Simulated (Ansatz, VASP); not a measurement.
Al in VASP and in Ansatz

File POSCAR:

```
Al
1.0
    0.0000000000      2.0248050000      2.0248050000
    2.0248050000      0.0000000000      2.0248050000
    2.0248050000      2.0248050000      0.0000000000
Al
1
Direct
    0.0000000000      0.0000000000      0.0000000000
```

The input INCAR.step1:

```
  PREC = Accurate
  ENCUT = 520
  ISMEAR = 0
  SIGMA = 0.05
  LREAL = False
  LASPH = True
  NELM = 60
  NBANDS = 8
  GGA = PE
  ALGO = Normal
  EDIFF = 1E-4
  LWAVE = True
  LCHARG = False
```

INCAR.step2

```
  PREC = Accurate
  ENCUT = 520
  EDIFF = 1E-8
  ISMEAR = 0
  SIGMA = 0.05
  LREAL = False
  LASPH = True
  NELM = 60
  ALGO = Normal
  ISIF = 2
  LWAVE = False
  LCHARG = False
  METAGGA = R2SCAN
  LMIXTAU = True
  LEFG = True
  NBANDS = 8
  ISTART = 1
```

Contents of KPOINTS:

```
Automatic mesh
0
Gamma
  18 18 18
```

Input for Ansatz:

```yaml
crystal:
  lattice:
    - [0.0, 2.024805, 2.024805]
    - [2.024805, 0.0, 2.024805]
    - [2.024805, 2.024805, 0.0]
  atoms:
    - { symbol: Al, position: [0.0, 0.0, 0.0] }
basis:
  ecutwfc: 500
  ecutrho_ratio: 4
kpoints:
  mp_grid: { grid: [18, 18, 18] }
hamiltonian:
  xc: r2scan
scf:
  occupations: { method: gaussian, width: 0.05 }
output:
  forces: true
  stress: true
  eigenvalues: true
  populations: true
  efg: { contact_densities: true, quadrupole_moments_barn: { Al: 0.1466 } }
```

Alike in both runs: task electric field gradients; functional r2SCAN; k mesh 18 × 18 × 18; occupations gaussian, width 0.05 eV; no spin polarisation.

|  | VASP | Ansatz |
| --- | --- | --- |
| version | VASP 6.6.1 | Ansatz 0.2.0 |
| potentials or method | VASP PAW PBE potentials, release 64 (Al) | scalar-relativistic, plane waves, PAW |
| plane-wave cutoff (eV) | 520 | 500 |
| valence electrons in the cell | 3 | 3 |

Ansatz gave:

| Item | Value |
| --- | --- |
| gap on the k mesh at the Fermi level (eV) | none |
| pressure (GPa) | -3.6 |
| Vzz of the field gradient on the site that differs most (V/Å²) | 0.0 |

Task: Which values does VASP return?

Result: gap on the k mesh at the Fermi level (eV): none; pressure (GPa): -3.9; Vzz of the field gradient on the site that differs most (V/Å²): 0.0.

A gap of «none» marks a metal or a gap that the smearing closes.

Caveats: the PAW data sets were made with another functional, which shifts forces and pressure a little (VASP).
